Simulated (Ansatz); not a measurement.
A run of Ansatz 0.2.0 is set up as follows.

Contents of input.yaml:

```yaml
crystal:
  lattice:
    - [0.0, 2.47502, 2.47502]
    - [2.47502, 0.0, 2.47502]
    - [2.47502, 2.47502, 0.0]
  atoms:
    - { symbol: Pb, position: [0.0, 0.0, 0.0] }
kpoints:
  mp_grid: { grid: [7, 7, 7] }
scf:
  occupations: { method: fermi_dirac, width: 0.05 }
hamiltonian:
  xc: pbesol
  pseudopotentials: { kind: all_electron, lapw: { basis_error: 0.001 } }
output:
  forces: true
  stress: true
elastic:
  mode: relaxed_ion
  stencil: two_point
```

Potentials or basis: all-electron LAPW, scalar-relativistic.

The run is started by

```sh
$ ansatz run input.yaml --threads 1 --pin off --max-ram 3072MiB --backend cpu --events-out ev --progress --plain --runs-dir out
```

(1) Predict the elastic constants C11, C12, C44.

(2) What does it give for the Voigt bulk modulus?

(3) Estimate the band gap on the k mesh.

(4) Estimate the pressure.

## Answers

(1) 56, 43, 30 GPa.

(2) 48 GPa.

(3) none (metal or under the smearing width).

(4) 0.0 GPa.

Caveat: a metal's response needs a denser mesh; elastic constants of metals need much finer meshes, so these are rough.
